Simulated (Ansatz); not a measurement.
Crystal: Pd.

```
CELL_PARAMETERS angstrom
-1.57228 1.57228 1.57228
1.57228 -1.57228 1.57228
1.57228 1.57228 -1.57228
ATOMIC_POSITIONS crystal
Pd 0.00000 0.00000 0.00000
```

This isn't the form of Pd at room conditions, which is fcc.

Base run:

| Property | Result |
| --- | --- |
| Program | Ansatz 0.2.0 |
| Functional | PBE |
| Potentials or basis | Ansatz PAW |
| Cutoff | 420 eV (not typed: the program's choice for these potentials) |
| k mesh | 12 × 12 × 12 |
| Occupations | gaussian, width 0.011 eV |
| Spin | no spin polarisation |

Its results: band gap on the k mesh none (metal or under the smearing width); pressure -1.3 GPa.

Question: The run is repeated on the same cell with these changes: functional from PBE to LDA; occupations from gaussian, width 0.011 eV to fermi-dirac, width 0.05 eV. What comes out?

Answer: Band gap on the k mesh none (metal or under the smearing width); pressure -15.3 GPa.

Caveats: so large a pressure means that the cell lies far from this level's equilibrium, or that cutoff or potentials fall short (some runs); the PAW data sets come from PBE, with cores solved anew for the run's functional, which leaves a small shift of forces and pressure (some runs).
